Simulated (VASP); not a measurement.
# FeO (Wuestite) (Fm-3m) in VASP: settings compared, part 3 of 3

VASP 6.6.1. The steps go on from the part before.

### Step 4. Relaxation of cell and atoms, PBE+D3, collinear spin, ferromagnetic start

INCAR

```
  ALGO = Fast
  EDIFF = 1E-6
  EDIFFG = -0.005
  ENCUT = 600
  GGA = PE
  IBRION = 2
  ISIF = 3
  ISMEAR = -1
  ISPIN = 2
  IVDW = 11
  LASPH = True
  LCHARG = False
  LMAXMIX = 4
  LORBIT = 11
  LREAL = False
  LWAVE = False
  MAGMOM = 3 0
  NELM = 120
  NSW = 40
  PREC = Accurate
  SIGMA = 0.05
```

KPOINTS

```
k-points
0
Gamma
  8 8 8
```

POSCAR

```
FeO
1.0
    0.0000000000      2.1554000000      2.1554000000
    2.1554000000      0.0000000000      2.1554000000
    2.1554000000      2.1554000000      0.0000000000
Fe O
1 1
Direct
    0.0000000000      0.0000000000      0.0000000000
    0.5000000000      0.5000000000      0.5000000000
```

Started as:

```console
cat potpaw_PBE.64/Fe/POTCAR potpaw_PBE.64/O/POTCAR > POTCAR
mpirun -np 1 vasp_std > vasp.out
```

Run time: 78 s. Hardware: 1 thread of Intel Xeon Platinum 8175M at 2.50GHz (Skylake/Cascade Lake), shared host; peak memory 0.17 GiB.

The run converged. Its results:

```
Free energy                                           : -15.2333 eV
Relaxed volume                                        : 9.85 Å³/atom
Relaxed cell                                          : a = 3.031 Å, b = 3.031 Å, c = 3.031 Å, α = 60.00°, β = 60.00°, γ = 60.00°
Space group after relaxing (to 0.05 Å)                : Fm-3m (No. 225)
Energy gained by relaxing                             : 1.6 meV/atom
Ionic steps                                           : 3
Pressure after relaxing                               : 0.0 GPa
Band gap on the k mesh                                : none (metal or under the smearing width)
Net moment                                            : 4.00 μB per cell
Site moments                                          : Fe +3.62; O +0.30 μB
Valence electrons inside the program's atomic spheres : Fe 6.76; O 5.00
Dispersion energy per atom                            : -0.150 eV
```

Step by step:
```tsv
step	energy change (eV)	largest force (eV/Å)	pressure (GPa)	volume (Å³)
1	0.0000	0.0000	-2.99	20.03
2	-0.0019	0.0000	1.97	19.49
3	-0.0032	0.0000	0.02	19.69
```

Final structure:
```cif
data_structure
_symmetry_space_group_name_H-M 'P 1'
_symmetry_Int_Tables_number 1
_cell_length_a 3.0312
_cell_length_b 3.0312
_cell_length_c 3.0312
_cell_angle_alpha 60.000
_cell_angle_beta 60.000
_cell_angle_gamma 60.000
_cell_volume 19.69
loop_
_atom_site_label
_atom_site_type_symbol
_atom_site_fract_x
_atom_site_fract_y
_atom_site_fract_z
_atom_site_occupancy
Fe1 Fe 0.00000 0.00000 0.00000 1
O1 O 0.50000 0.50000 0.50000 1
```

Levels at points of the mesh, in eV from the Fermi level:
Spin up:
```csv
k point,band 5,band 6,band 7,band 8,band 9,band 10,band 11,band 12,band 13
"(0.00, 0.00, 0.00)",-3.86,-3.86,-3.86,-3.69,-3.69,0.17,15.52,17.17,17.17
"(0.50, 0.00, 0.00)",-3.06,-3.06,-2.48,-0.29,-0.29,4.12,8.62,12.67,12.67
"(0.50, 0.50, 0.00)",-4.84,-3.29,-2.78,-2.78,-2.77,5.40,8.84,10.85,14.90
```
Spin down:
| k point | band 3 | band 4 | band 5 | band 6 | band 7 | band 8 |
| --- | --- | --- | --- | --- | --- | --- |
| (0.00, 0.00, 0.00) | -3.30 | -3.30 | -0.76 | -0.76 | -0.76 | 0.18 |
| (0.50, 0.00, 0.00) | -5.25 | -5.25 | 0.39 | 0.39 | 0.61 | 2.84 |
| (0.50, 0.50, 0.00) | -4.49 | -4.49 | -2.18 | 0.74 | 0.75 | 0.75 |

Caveat: a cell with one magnetic atom can't hold antiferromagnetic order, which such compounds often take; semilocal functionals often make such compounds metallic where correlation or magnetic order opens a gap, which also shifts bond lengths; pairwise dispersion overbinds metals, which lowers pressure and volume. With open d or f shells a metallic result of PBE can be an artefact of self-interaction; +U or a hybrid may open a gap.

### Step 5. Relaxation of cell and atoms, PBE+D3(BJ), collinear spin, ferromagnetic start

INCAR: that of step 4 with these lines changed.

```diff
@@ -9,3 +9,3 @@
   ISPIN = 2
-  IVDW = 11
+  IVDW = 12
   LASPH = True
```

KPOINTS is that of step 4.

POSCAR is that of step 4.

Started as:

```console
cat potpaw_PBE.64/Fe/POTCAR potpaw_PBE.64/O/POTCAR > POTCAR
mpirun -np 1 vasp_std > vasp.out
```

It took 71 s on 1 thread of Intel Xeon Platinum 8175M at 2.50GHz (Skylake/Cascade Lake), shared host; peak memory 0.17 GiB.

The run converged. Its results:

| Quantity | Value |
| --- | --- |
| Free energy | -15.3391 eV |
| Relaxed volume | 9.82 Å³/atom |
| Relaxed cell | a = 3.029 Å, b = 3.029 Å, c = 3.029 Å, α = 60.00°, β = 60.00°, γ = 60.00° |
| Space group after relaxing (to 0.05 Å) | Fm-3m (No. 225) |
| Energy gained by relaxing | 2.1 meV/atom |
| Ionic steps | 3 |
| Pressure after relaxing | 0.0 GPa |
| Band gap on the k mesh | none (metal or under the smearing width) |
| Net moment | 4.00 μB per cell |
| Site moments | Fe +3.62; O +0.30 μB |
| Valence electrons inside the program's atomic spheres | Fe 6.76; O 5.00 |
| Dispersion energy per atom | -0.203 eV |

The path:
```
step  energy change (eV)  largest force (eV/Å)  pressure (GPa)  volume (Å³)
   1              0.0000                0.0000           -3.46        20.03
   2             -0.0024                0.0000            2.38        19.41
   3             -0.0043                0.0000            0.01        19.65
```

Final structure:
```
CELL_PARAMETERS angstrom
0.00000 2.14169 2.14169
2.14169 0.00000 2.14169
2.14169 2.14169 0.00000
ATOMIC_POSITIONS crystal
Fe 0.00000 0.00000 0.00000
O 0.50000 0.50000 0.50000
```

Levels at points of the mesh, in eV from the Fermi level:
Spin up:
```
           k point  band 7  band 8  band 9  band 10  band 11  band 12
(0.00, 0.00, 0.00)   -3.87   -3.69   -3.69     0.19    15.52    17.19
(0.50, 0.00, 0.00)   -2.48   -0.28   -0.28     4.13     8.65    12.69
(0.50, 0.50, 0.00)   -2.78   -2.78   -2.76     5.42     8.86    10.86
```
Spin down:
```csv
k point,band 2,band 3,band 4,band 5,band 6,band 7,band 8,band 9
"(0.00, 0.00, 0.00)",-3.31,-3.31,-3.31,-0.77,-0.77,-0.77,0.18,0.18
"(0.50, 0.00, 0.00)",-8.15,-5.26,-5.26,0.40,0.40,0.61,2.85,2.85
"(0.50, 0.50, 0.00)",-7.01,-4.50,-4.50,-2.19,0.74,0.75,0.75,1.18
```

Caveat: a cell with one magnetic atom can't hold antiferromagnetic order, which such compounds often take; semilocal functionals often make such compounds metallic where correlation or magnetic order opens a gap, which also shifts bond lengths; pairwise dispersion overbinds metals, which lowers pressure and volume. With open d or f shells a metallic result of PBE can be an artefact of self-interaction; +U or a hybrid may open a gap.

### Step 6. Relaxation of cell and atoms, PBE+D4, collinear spin, ferromagnetic start

INCAR: that of step 5 with these lines changed.

```diff
@@ -9,3 +9,3 @@
   ISPIN = 2
-  IVDW = 12
+  IVDW = 13
   LASPH = True
```

KPOINTS is that of step 5.

POSCAR is that of step 5.

Potentials or basis: VASP PAW PBE potentials, release 64 (Fe, O).

Started as:

```console
cat potpaw_PBE.64/Fe/POTCAR potpaw_PBE.64/O/POTCAR > POTCAR
mpirun -np 1 vasp_std > vasp.out
```

It took 2.2 min on 1 thread of Intel Xeon Platinum 8175M at 2.50GHz (Skylake/Cascade Lake), shared host; peak memory 0.16 GiB.

The run converged. Its results:

| Quantity | Value |
| --- | --- |
| Free energy | -15.6150 eV |
| Relaxed volume | 9.84 Å³/atom |
| Relaxed cell | a = 3.031 Å, b = 3.031 Å, c = 3.031 Å, α = 60.00°, β = 60.00°, γ = 60.00° |
| Space group after relaxing (to 0.05 Å) | Fm-3m (No. 225) |
| Energy gained by relaxing | 3.3 meV/atom |
| Ionic steps | 9 |
| Pressure after relaxing | 0.0 GPa |
| Band gap on the k mesh | none (metal or under the smearing width) |
| Net moment | 4.00 μB per cell |
| Site moments | Fe +3.62; O +0.30 μB |
| Valence electrons inside the program's atomic spheres | Fe 6.76; O 5.00 |
| Dispersion energy per atom | -0.341 eV |

The path:
```tsv
step	energy change (eV)	largest force (eV/Å)	pressure (GPa)	volume (Å³)
1	0.0000	0.0000	-4.54	20.03
2	0.1949	0.0000	4.65	19.22
3	0.0053	0.0000	133.35	19.61
4	-0.0004	0.0000	-4.42	20.01
5	-0.0049	0.0000	-2.82	19.81
6	-0.0063	0.0000	-1.57	19.71
7	-0.0064	0.0000	3.01	19.66
8	-0.0064	0.0000	-1.20	19.70
9	-0.0065	0.0000	-0.01	19.68
```

Final structure:
```
CELL_PARAMETERS angstrom
0.00000 2.14290 2.14290
2.14290 0.00000 2.14290
2.14290 2.14290 0.00000
ATOMIC_POSITIONS crystal
Fe 0.00000 0.00000 0.00000
O 0.50000 0.50000 0.50000
```

Levels at points of the mesh, in eV from the Fermi level:
Spin up:
| k point | band 5 | band 6 | band 7 | band 8 | band 9 | band 10 | band 11 | band 12 | band 13 |
| --- | --- | --- | --- | --- | --- | --- | --- | --- | --- |
| (0.00, 0.00, 0.00) | -3.87 | -3.87 | -3.87 | -3.69 | -3.69 | 0.18 | 15.52 | 17.17 | 17.17 |
| (0.50, 0.00, 0.00) | -3.06 | -3.06 | -2.48 | -0.29 | -0.29 | 4.13 | 8.63 | 12.67 | 12.67 |
| (0.50, 0.50, 0.00) | -4.84 | -3.29 | -2.78 | -2.78 | -2.77 | 5.41 | 8.85 | 10.85 | 14.91 |
Spin down:
| k point | band 2 | band 3 | band 4 | band 5 | band 6 | band 7 | band 8 | band 9 |
| --- | --- | --- | --- | --- | --- | --- | --- | --- |
| (0.00, 0.00, 0.00) | -3.30 | -3.30 | -3.30 | -0.76 | -0.76 | -0.76 | 0.18 | 0.18 |
| (0.50, 0.00, 0.00) | -8.13 | -5.25 | -5.25 | 0.40 | 0.40 | 0.61 | 2.84 | 2.84 |
| (0.50, 0.50, 0.00) | -7.00 | -4.50 | -4.50 | -2.18 | 0.74 | 0.75 | 0.75 | 1.18 |

Caveat: a cell with one magnetic atom can't hold antiferromagnetic order, which such compounds often take; semilocal functionals often make such compounds metallic where correlation or magnetic order opens a gap, which also shifts bond lengths; pairwise dispersion overbinds metals, which lowers pressure and volume. With open d or f shells a metallic result of PBE can be an artefact of self-interaction; +U or a hybrid may open a gap.

### Step 7. The reference run

An earlier run on the cell as given: functional PBE; potentials or basis VASP PAW PBE potentials, release 64 (Fe, O); cutoff 520 eV; k mesh 11 × 11 × 11; occupations fermi-dirac, width 0.05 eV; collinear spin, ferromagnetic start; starting moments [3.0, 0.0] μB.

- Pressure: -0.1 GPa
- Band gap on the k mesh: none (metal or under the smearing width)
- Net moment: 4.00 μB per cell
- Site moments: Fe +3.62; O +0.30 μB
- Valence electrons inside the program's atomic spheres: Fe 6.73; O 4.99

### Step 8. Overview

```tsv
task	level	cell	k mesh	cutoff (eV)	gap on the mesh (eV)	pressure (GPa)	moment (μB)	relaxed volume (Å³/atom)
relaxation of cell and atoms	PBE	relaxed	8 × 8 × 8	600	none	0.1	4.00	10.00
relaxation of cell and atoms	PBE+D2	relaxed	8 × 8 × 8	600	none	0.0	4.00	9.96
relaxation of cell and atoms	PBE+D3	relaxed	8 × 8 × 8	600	none	0.0	4.00	9.85
relaxation of cell and atoms	PBE+D3(BJ)	relaxed	8 × 8 × 8	600	none	0.0	4.00	9.82
relaxation of cell and atoms	PBE+D4	relaxed	8 × 8 × 8	600	none	0.0	4.00	9.84
single point	PBE	as given	11 × 11 × 11	520	none	-0.1	4.00	-
```

Alike in all rows: potentials or basis VASP PAW PBE potentials, release 64 (Fe, O); spin collinear, ferromagnetic start; smearing fermi-dirac 0.05 eV.

Caveats: a cell with one magnetic atom can't hold antiferromagnetic order, which such compounds often take; semilocal functionals often make such compounds metallic where correlation or magnetic order opens a gap, which also shifts bond lengths; pairwise dispersion overbinds metals, which lowers pressure and volume (some runs); atom-pairwise D2, TS and ULG terms overbind metals (some runs).

Total energies depend on the potentials used, so only differences within one code and one set of settings carry meaning.
